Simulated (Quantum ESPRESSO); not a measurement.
# TiCo (Pm-3m) in Quantum ESPRESSO: reference runs

Aim: a first look at TiCo with PBE, on the cell as given and on a disturbed one.

Everything below comes from runs of Quantum ESPRESSO 7.5. Logs are shortened: lines on timing, memory, paths and dates and some standing lists are left out, and cuts for length are marked.

## 1. Starting point

It takes space group Pm-3m (No. 221, cubic). Conventional cell: a = 2.986 Å, b = 2.986 Å, c = 2.986 Å, α = 90.00°, β = 90.00°, γ = 90.00°. Around Co (site symmetry m-3m) lie 8 Ti at 2.59 Å. Ti (site symmetry m-3m) is surrounded by 8 Co at 2.59 Å.

The cell comes from a database or a generator and needn't be the stable form of this composition.

## 2. Single point, PBE, collinear spin, ferromagnetic start

Input file pw.in:

```
&CONTROL
  calculation = 'scf'
  prefix = 'pwscf'
  outdir = './tmp'
  pseudo_dir = './pseudo'
  tprnfor = .true.
  tstress = .true.
  disk_io = 'nowf'
/
&SYSTEM
  ibrav = 0
  nat = 2
  ntyp = 2
  ecutwfc = 55
  ecutrho = 440
  nbnd = 25
  occupations = 'smearing'
  smearing = 'fd'
  degauss = 0.00367493
  nspin = 2
  starting_magnetization(1) = 0.1176
  starting_magnetization(2) = 0.0833
/
&ELECTRONS
  conv_thr = 4d-10
  electron_maxstep = 120
  mixing_beta = 0.3
/
ATOMIC_SPECIES
Co    58.9332 Co_pbe_v1.2.uspp.F.UPF
Ti    47.8670 ti_pbe_v1.4.uspp.F.UPF
CELL_PARAMETERS angstrom
   2.9861109900    0.0000000000    0.0000000000
   0.0000000000    2.9861109900    0.0000000000
   0.0000000000    0.0000000000    2.9861109900
ATOMIC_POSITIONS crystal
Co     0.5000000000    0.5000000000    0.5000000000
Ti     0.0000000000    0.0000000000    0.0000000000
K_POINTS automatic
9 9 9 0 0 0
```

Potentials or basis: SSSP 1.3 efficiency PBE.

On the command line:

```sh
> OMP_NUM_THREADS=1 pw.x -in pw.in > pw.out
```

pw.out:

```text
This program is part of the open-source Quantum ESPRESSO suite
     for quantum simulation of materials; please cite
         "P. Giannozzi et al., J. Phys.:Condens. Matter 21 395502 (2009);
         "P. Giannozzi et al., J. Phys.:Condens. Matter 29 465901 (2017);
         "P. Giannozzi et al., J. Chem. Phys. 152 154105 (2020);
     in publications or presentations arising from this work. More details at

     Message from routine setup:
     using ibrav=0 with symmetry is DISCOURAGED, use correct ibrav instead

     G-vector sticks info
     --------------------
     sticks:   dense  smooth     PW     G-vecs:    dense   smooth      PW
     Sum        1109     553    177                28017     9843    1743

     Using Slab Decomposition

     bravais-lattice index     =            0
     lattice parameter (alat)  =       5.6429  a.u.
     unit-cell volume          =     179.6861 (a.u.)^3
     number of atoms/cell      =            2
     number of atomic types    =            2
     number of electrons       =        29.00
     number of Kohn-Sham states=           25
     kinetic-energy cutoff     =      55.0000  Ry
     charge density cutoff     =     440.0000  Ry
     scf convergence threshold =      4.0E-10
     mixing beta               =       0.3000
     number of iterations used =            8  plain     mixing
     Exchange-correlation=  SLA  PW   PBX  PBC
                           (   1   4   3   4   0   0   0)

     celldm(1)=   5.642932  celldm(2)=   0.000000  celldm(3)=   0.000000
     celldm(4)=   0.000000  celldm(5)=   0.000000  celldm(6)=   0.000000

     crystal axes: (cart. coord. in units of alat)
               a(1) = (   1.000000   0.000000   0.000000 )
               a(2) = (   0.000000   1.000000   0.000000 )
               a(3) = (   0.000000   0.000000   1.000000 )

     reciprocal axes: (cart. coord. in units 2 pi/alat)
               b(1) = (  1.000000  0.000000  0.000000 )
               b(2) = (  0.000000  1.000000  0.000000 )
               b(3) = (  0.000000  0.000000  1.000000 )

     PseudoPot. # 1 for Co read from file:
     Co_pbe_v1.2.uspp.F.UPF
     Pseudo is Ultrasoft + core correction, Zval = 17.0
     Generated by new atomic code, or converted to UPF format
     Using radial grid of  863 points,  6 beta functions with:
                l(1) =   0
                l(2) =   0
                l(3) =   1
                l(4) =   1
                l(5) =   2
                l(6) =   2
     Q(r) pseudized with  8 coefficients,  rinner =    1.200   1.200   1.200
                                                       1.200   1.200

     PseudoPot. # 2 for Ti read from file:
     ti_pbe_v1.4.uspp.F.UPF
     Pseudo is Ultrasoft + core correction, Zval = 12.0
     Generated by new atomic code, or converted to UPF format
     Using radial grid of  851 points,  6 beta functions with:
                l(1) =   0
                l(2) =   0
                l(3) =   1
                l(4) =   1
                l(5) =   2
                l(6) =   2
     Q(r) pseudized with  6 coefficients,  rinner =    1.000   1.000   1.000
                                                       1.000   1.000

     atomic species   valence    mass     pseudopotential
     Co               17.00    58.93320     Co( 1.00)
     Ti               12.00    47.86700     Ti( 1.00)

     Starting magnetic structure
     atomic species   magnetization
     Co              0.118
     Ti              0.083

     48 Sym. Ops., with inversion, found

   Cartesian axes

     site n.     atom                  positions (alat units)
         1        Co     tau(   1) = (   0.5000000   0.5000000   0.5000000  )
         2        Ti     tau(   2) = (   0.0000000   0.0000000   0.0000000  )

     number of k points=    35  Fermi-Dirac smearing, width (Ry)=  0.0037
                       cart. coord. in units 2pi/alat
        k(    1) = (   0.0000000   0.0000000   0.0000000), wk =   0.0013717
        k(    2) = (   0.0000000   0.0000000   0.1111111), wk =   0.0082305
        k(    3) = (   0.0000000   0.0000000   0.2222222), wk =   0.0082305
        k(    4) = (   0.0000000   0.0000000   0.3333333), wk =   0.0082305
        k(    5) = (   0.0000000   0.0000000   0.4444444), wk =   0.0082305
        k(    6) = (   0.0000000   0.1111111   0.1111111), wk =   0.0164609
[... 27 lines left out ...]
        k(   34) = (   0.3333333   0.4444444   0.4444444), wk =   0.0329218
        k(   35) = (   0.4444444   0.4444444   0.4444444), wk =   0.0109739

     Dense  grid:    28017 G-vectors     FFT dimensions: (  40,  40,  40)

     Smooth grid:     9843 G-vectors     FFT dimensions: (  27,  27,  27)

     Check: negative core charge=   -0.000022
     Generating pointlists ...
     new r_m :   0.3572 (alat units)  2.0159 (a.u.) for type    1
     new r_m :   0.3572 (alat units)  2.0159 (a.u.) for type    2

     Initial potential from superposition of free atoms

     starting charge      26.9999, renormalised to      29.0000

     negative rho (up, down):  7.317E-04 6.199E-04
     Starting wfcs are   23 randomized atomic wfcs +    2 random wfcs

     Self-consistent Calculation

     iteration #  1     ecut=    55.00 Ry     beta= 0.30
     Davidson diagonalization with overlap
     ethr =  1.00E-02,  avg # of iterations =  4.6

     negative rho (up, down):  1.500E-04 1.562E-04
[... 451 lines left out ...]
     iteration # 39     ecut=    55.00 Ry     beta= 0.30
     Davidson diagonalization with overlap
     ethr =  1.80E-12,  avg # of iterations =  2.0

     negative rho (up, down):  3.042E-04 3.041E-04

     Magnetic moment per site  (integrated on atomic sphere of radius R)
     atom   1 (R=0.357)  charge= 15.8780  magn=  0.0001
     atom   2 (R=0.357)  charge= 10.0017  magn= -0.0000

     End of self-consistent calculation

 ------ SPIN UP ------------

          k = 0.0000 0.0000 0.0000 (  1237 PWs)   bands (ev):

   -78.4620 -41.7459 -41.7459 -41.7459 -40.6176 -16.7215 -16.7215 -16.7215
     8.8510  12.7958  12.7958  15.0937  15.0937  15.0937  17.3390  17.3390
    19.2680  19.2680  19.2680  25.4663  25.4663  25.4663  31.9611  31.9611
    35.9249
[... 234 lines left out ...]
   -78.4578 -41.7643 -41.7642 -41.7642 -40.5300 -16.9409 -16.9408 -16.9408
    13.9507  14.0935  14.0935  14.4340  14.4674  14.4674  16.0934  16.0934
    19.5315  19.5315  23.3852  23.9887  24.6650  24.6650  26.8301  26.8301
    27.4845

 ------ SPIN DOWN ----------

          k = 0.0000 0.0000 0.0000 (  1237 PWs)   bands (ev):

   -78.4619 -41.7457 -41.7457 -41.7457 -40.6176 -16.7216 -16.7216 -16.7216
     8.8508  12.7959  12.7959  15.0938  15.0938  15.0938  17.3390  17.3390
    19.2680  19.2680  19.2680  25.4661  25.4661  25.4661  31.9610  31.9610
    35.9249
[... 234 lines left out ...]
   -78.4576 -41.7641 -41.7640 -41.7640 -40.5300 -16.9410 -16.9409 -16.9409
    13.9507  14.0936  14.0936  14.4339  14.4673  14.4673  16.0935  16.0935
    19.5315  19.5315  23.3851  23.9886  24.6649  24.6649  26.8300  26.8300
    27.4844

     the Fermi energy is    16.5298 ev

!    total energy              =    -417.79342587 Ry
     estimated scf accuracy    <          3.0E-10 Ry
     smearing contrib. (-TS)   =      -0.00223430 Ry
     internal energy E=F+TS    =    -417.79119157 Ry

     The total energy is F=E-TS. E is the sum of the following terms:
     one-electron contribution =    -212.76644962 Ry
     hartree contribution      =     121.36579458 Ry
     xc contribution           =     -50.69348782 Ry
     ewald contribution        =    -275.69704871 Ry

     total magnetization       =     0.00 Bohr mag/cell
     absolute magnetization    =     0.00 Bohr mag/cell

     convergence has been achieved in  39 iterations

     negative rho (up, down):  3.042E-04 3.041E-04

     Forces acting on atoms (cartesian axes, Ry/au):

     atom    1 type  1   force =     0.00000000    0.00000000    0.00000000
     atom    2 type  2   force =     0.00000000    0.00000000    0.00000000

     Total force =     0.000000     Total SCF correction =     0.000000

     Computing stress (Cartesian axis) and pressure

     negative rho (up, down):  3.042E-04 3.041E-04
          total   stress  (Ry/bohr**3)                   (kbar)     P=      -26.78
  -0.00018207   0.00000000   0.00000000          -26.78        0.00        0.00
   0.00000000  -0.00018207   0.00000000            0.00      -26.78        0.00
   0.00000000   0.00000000  -0.00018207            0.00        0.00      -26.78

=------------------------------------------------------------------------------=
   JOB DONE.
=------------------------------------------------------------------------------=
```

Wall time 2.2 min (1 thread of Arm Neoverse V1, shared host); peak memory 0.16 GiB.

What came out:

```
Free energy                                           : -5684.3691 eV
Pressure                                              : -2.7 GPa
Band gap on the k mesh                                : none (metal or under the smearing width)
Net moment                                            : 0.00 μB per cell
Absolute moment                                       : 0.00 μB per cell
Valence electrons inside the program's atomic spheres : Co 15.88; Ti 10.00
```

Caveat: the starting moments collapsed, and a magnetic state may lie lower.

(Part 1 of 2 ends here.)
